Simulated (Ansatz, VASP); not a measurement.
**SiC: VASP beside Ansatz**

File INCAR:

```
SYSTEM = SiC
PREC = Accurate
ENCUT = 520
EDIFF = 1E-7
ISMEAR = -1
SIGMA = 0.02
LREAL = .False.
LASPH = .True.
NELM = 100
ALGO = Normal
ISIF = 2
LWAVE = .False.
LCHARG = .False.
GGA = PE
NBANDS = 16
```

The input KPOINTS:

```
regular mesh
0
Gamma
  12 12 6
  0 0 0
```

The input POSCAR:

```
SiC
1.0
    3.1214865869      0.0000000000      0.0000000000
   -1.5607432935      2.6633366324      0.0000000000
    0.0000000000      0.0000000000      5.0481080951
Si C
2 2
Direct
    0.3332112295      0.6664224589     -0.0007552593
    0.6667887705      0.3335775411      0.4992447407
    0.3321751076      0.6643502152      0.3757552593
    0.6678248924      0.3356497848      0.8757552593
```

Input for Ansatz:

```yaml
crystal:
  lattice:
    - [3.1214865869, 0.0, 0.0]
    - [-1.5607432935, 2.6633366324, 0.0]
    - [0.0, 0.0, 5.0481080951]
  atoms:
    - { symbol: Si, position: [0.3332112295, 0.6664224589, -0.0007552593] }
    - { symbol: Si, position: [0.6667887705, 0.3335775411, 0.4992447407] }
    - { symbol: C, position: [0.3321751076, 0.6643502152, 0.3757552593] }
    - { symbol: C, position: [0.6678248924, 0.3356497848, 0.8757552593] }
kpoints:
  mp_grid: { grid: [12, 12, 6] }
  band_path:
    path:
      - [0.0, 0.0, 0.0]
      - [0.5, 0.0, 0.0]
      - [0.3333333333, 0.3333333333, 0.0]
      - [0.0, 0.0, 0.5]
      - [0.5, 0.0, 0.5]
      - [0.3333333333, 0.3333333333, 0.5]
      - [0.328125, 0.335938, 0.0]
    npoints: 1
hamiltonian:
  xc: pbe
scf:
  occupations: { method: fermi_dirac, width: 0.02 }
  n_extra_bands: 5
output:
  forces: true
  stress: true
  eigenvalues: true
```

Change from the starting cell: uniaxial_x strain +1.5%.

Alike in both runs: task single point; functional PBE; k mesh 12 × 12 × 6; occupations fermi-dirac, width 0.02 eV; no spin polarisation.

|  | VASP | Ansatz |
| --- | --- | --- |
| version | VASP 6.6.1 | Ansatz 0.2.0 |
| potentials or method | VASP PAW PBE potentials, release 64 (Si, C) | plane waves, PAW |
| plane-wave cutoff (eV) | 520 | 420 |
| valence electrons in the cell | 16 | 16 |

|  | VASP | Ansatz | Ansatz less VASP |
| --- | --- | --- | --- |
| gap on the k mesh at the Fermi level (eV) | 2.29 | 2.30 | +0.003 |
| pressure (GPa) | 0.2 | 0.2 | +0.05 |
| largest component of the traceless stress (GPa) | 4.09 | 4.07 | -0.022 |
| rms of the force components (eV/Å) | 0.006 | 0.006 | +0.0001 |

Atom by atom the forces differ by 0.000 eV/Å (rms over components). The functional is the same, so the differences come from potentials, cutoffs and numerics.

A k mesh can miss the band edges.
